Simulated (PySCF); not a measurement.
# C2H2Cl2: geometry, coupled-cluster ionisations and excitations

Aim: predict the coupled-cluster ionisations and excitations of C2H2Cl2 (`Cl/C=C\Cl`).

The runs use PySCF 2.14.0, with density-fitted response routines of our own; the level of theory stands in each step. All values are computed, except where a source is named. Atoms count from 0, in the outputs and in this text.

### Step 1. The molecule as given

6 atoms, charge 0, multiplicity 1; geometry from: GFN2-xTB.

Bonds of the start (Å): Cl0–C1 1.71, C1–C2 1.32, C2–Cl3 1.71, C1–H4 1.08, C2–H5 1.08.

### Step 2. Optimising the geometry at PBE0-D3(BJ)/def2-TZVP

The job: settings as JSON, then the geometry in Å.

```
{"job": {"xc": "PBE0", "basis": "def2-TZVP", "d3": "d3bj", "grid": 2, "kind": "geom"}, "charge": 0, "multiplicity": 1}
Cl     1.627240     0.333600    -0.003770
C      0.618700    -1.050340    -0.014250
C     -0.705040    -0.994520    -0.007360
Cl    -1.593340     0.469410     0.012260
H      1.145830    -1.990910    -0.026470
H     -1.309580    -1.887360    -0.014510
```

**Question.** This job is followed by: EOM-CCSD/aug-cc-pVDZ, vertical, frozen core, gas phase. Predict these results of the whole session: point group; rotational constants (main isotopes); correlation energy, MP2 and CCSD; T1 diagnostic; first ionisation (EOM-IP-CCSD); lowest singlet (EOM-EE-CCSD).

The runs gave:

```
                            quantity                  value
                         point group                    C2v
rotational constants (main isotopes)  11.84, 2.52, 2.08 GHz
    correlation energy, MP2 and CCSD      -15.47, -16.47 eV
                       T1 diagnostic                 0.0108
      first ionisation (EOM-IP-CCSD)                9.69 eV
        lowest singlet (EOM-EE-CCSD)                6.48 eV
```

What this shows: The optimisation took 4 steps and gained 0.005 eV; among the close pairs (by a distance rule), Cl0–C1 changed most, from 1.712 to 1.705 Å. MP2 recovers 94 % of the CCSD correlation energy. For the hole of the first ionisation, Koopmans' theorem lies 0.31 eV above EOM-IP-CCSD.
